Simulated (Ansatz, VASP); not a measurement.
## SnSe: VASP beside Ansatz

INCAR

```
SYSTEM = SnSe
PREC = Accurate
ENCUT = 600
EDIFF = 1E-6
ISMEAR = 0
SIGMA = 0.02
LREAL = .FALSE.
LASPH = .TRUE.
NELM = 100
ALGO = Normal
ISIF = 3
LWAVE = .FALSE.
LCHARG = .FALSE.
GGA = PE
IVDW = 12
IBRION = 2
NSW = 100
EDIFFG = -0.005
```

The input KPOINTS:

```
regular mesh
0
G
  10 10 10
  0 0 0
```

The input POSCAR:

```
SnSe
1.0
    0.0000000000      3.0100000000      3.0100000000
    3.0100000000      0.0000000000      3.0100000000
    3.0100000000      3.0100000000      0.0000000000
Sn Se
1 1
Direct
    0.0000000000      0.0000000000      0.0000000000
    0.5000000000      0.5000000000      0.5000000000
```

Input for Ansatz:

```yaml
crystal:
  lattice:
    - [0.0, 3.01, 3.01]
    - [3.01, 0.0, 3.01]
    - [3.01, 3.01, 0.0]
  atoms:
    - { symbol: Sn, position: [0.0, 0.0, 0.0] }
    - { symbol: Se, position: [0.5, 0.5, 0.5] }
basis:
  ecutwfc: 420
kpoints:
  mp_grid: { grid: [10, 10, 10] }
hamiltonian:
  xc: pbe
  dispersion: d3bj
scf:
  occupations: { method: gaussian, width: 0.02 }
output:
  forces: true
  stress: true
  eigenvalues: true
relax:
  adjacent_minimum: "off"
  f_tol: 0.005
  max_steps: 80
  cell: { stress_tol: 0.05 }
```

Measurements of this composition are mostly on another form, of space group No. 62.

Alike in both runs: task relaxation of cell and atoms; functional PBE; dispersion D3(BJ); k mesh 10 × 10 × 10; occupations gaussian, width 0.02 eV; no spin polarisation.

|  | VASP | Ansatz |
| --- | --- | --- |
| version | VASP 6.6.1 | Ansatz 0.2.0 |
| potentials or method | VASP PAW PBE potentials, release 64 (Sn_d, Se) | scalar-relativistic, plane waves, PAW |
| plane-wave cutoff (eV) | 600 | 420 |
| valence electrons in the cell | 20 | 30 |

|  | VASP | Ansatz | Ansatz less VASP |
| --- | --- | --- | --- |
| gap on the k mesh at the Fermi level, each at its own relaxed structure (eV) | 0.52 | 0.52 | 0.000 |
| relaxed volume (Å³/atom) | 26.70 | 26.70 | -0.005 |
| relaxed cell length with the largest relative difference (Å) | 4.227 | 4.227 | -0.0003 |
| energy change over the relaxation (meV/atom) | -2 | -2 | -0.1 |

The two sets of potentials don't hold the same shells in valence. Ansatz warned: «relaxed_geometry_near_dispersion_switch».

Caveats: spin-orbit coupling is left out, which moves the levels of the heavy elements. A k mesh can miss the band edges.
